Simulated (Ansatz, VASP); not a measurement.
CsBr: VASP beside Ansatz

```
CELL_PARAMETERS angstrom
4.31960 0.00000 0.00000
0.00000 4.31960 0.00000
0.00000 0.00000 4.31960
ATOMIC_POSITIONS crystal
Cs 0.00000 0.00000 0.00000
Br 0.50000 0.50000 0.50000
```

Alike in both runs: task single point; functional PBE; k mesh 4 × 4 × 4; no spin polarisation.

|  | VASP | Ansatz |
| --- | --- | --- |
| version | VASP 6.6.1 | Ansatz 0.2.0 |
| potentials or method | VASP PAW PBE potentials, release 64 (Cs_sv, Br) | plane waves, PAW |
| plane-wave cutoff (eV) | 520 | 420 |
| occupations | gaussian, width 0.01 eV | fixed |
| valence electrons in the cell | 16 | 16 |

```csv
,VASP,Ansatz,Ansatz less VASP
gap on the k mesh at the Fermi level (eV),4.42,4.44,+0.013
pressure (GPa),0.7,0.7,-0.04
```

Caveats: spin-orbit coupling is left out, which moves the levels of the heavy elements. Expect the measured gap to be larger: semilocal functionals such as PBE lack the derivative discontinuity.
